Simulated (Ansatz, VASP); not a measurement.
# One calculation of CdTe, two programs

```
CELL_PARAMETERS angstrom
0.00000 3.20500 3.20500
3.20500 0.00000 3.20500
3.20500 3.20500 0.00000
ATOMIC_POSITIONS crystal
Cd 0.00000 0.00000 0.00000
Te 0.25000 0.25000 0.25000
```

Alike in both runs: task relaxation of cell and atoms; functional PBE; k mesh 8 × 8 × 8; occupations gaussian, width 0.02 eV; no spin polarisation.

|  | VASP | Ansatz |
| --- | --- | --- |
| version | VASP 6.6.1 | Ansatz 0.2.0 |
| potentials or method | VASP PAW PBE potentials, release 64 (Cd, Te) | scalar-relativistic, plane waves, PAW |
| plane-wave cutoff (eV) | 600 | 420 |
| valence electrons in the cell | 18 | 36 |

|  | VASP | Ansatz | Ansatz less VASP |
| --- | --- | --- | --- |
| gap on the k mesh at the Fermi level, each at its own relaxed structure (eV) | 0.58 | 0.59 | +0.009 |
| relaxed volume (Å³/atom) | 36.29 | 36.22 | -0.072 |
| relaxed cell length with the largest relative difference (Å) | 4.682 | 4.679 | -0.0031 |
| energy change over the relaxation (meV/atom) | -42 | -40 | +2.0 |

The two sets of potentials don't hold the same shells in valence.

Caveats: spin-orbit coupling is left out, which moves the levels of the heavy elements; the volume moved by +10 % from the deposited cell, more than functionals usually miss. Zero-point motion and thermal expansion aren't in these numbers. PBE usually gives volumes a little too large and moduli too small.
